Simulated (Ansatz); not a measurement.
V under changes of volume

One of the cells (13.872 Å³/atom); the others are scaled copies at fixed shape and fractional positions:

```
CELL_PARAMETERS angstrom
2.60429 0.00000 0.00000
-1.30215 2.25538 0.00000
0.00000 0.00000 4.72334
ATOMIC_POSITIONS crystal
V 0.33333 0.66667 0.25000
V 0.66667 0.33333 0.75000
```

This isn't the form of V at room conditions, which is bcc.

- Program: Ansatz 0.2.0
- Functional: PBEsol
- Potentials or basis: Ansatz PAW
- Cutoff: 420 eV (not typed: the program's choice for these potentials)
- k mesh: 12 × 12 × 6
- Occupations: fermi-dirac, width 0.05 eV
- Spin: collinear spin, ferromagnetic start
- Starting moments: [2.0, 2.0] μB

```csv
volume (Å³/atom),energy over the lowest point (meV/atom),pressure (GPa)
13.039,2.96,4.0
13.317,0.00,-0.2
13.594,3.83,-3.9
13.872,13.76,-7.2
14.149,29.22,-10.2
14.427,49.65,-13.0
14.704,?,?
```

**Question.** What does the run at 14.704 Å³/atom give?

**Answer.** Energy over the lowest point 74.57 meV/atom; pressure -15.4 GPa.

Worked out: A Birch-Murnaghan fit of order 3 (a polynomial in V^(-2/3)) to the other rows has its minimum at 13.29 Å³/atom with B0 = V·E''(V) = 189 GPa and B' = 4.0 at fixed shape and positions, which overstates the stiffness. It gives 74.50 meV/atom at 14.704 Å³/atom, against the run's 74.57, and -dE/dV = -15.6 GPa, against -15.4.

Energies are extrapolated to zero smearing.

Caveats: the PAW data sets come from PBE, with cores solved anew for the run's functional, which leaves a small shift of forces and pressure; the starting moments weren't kept.
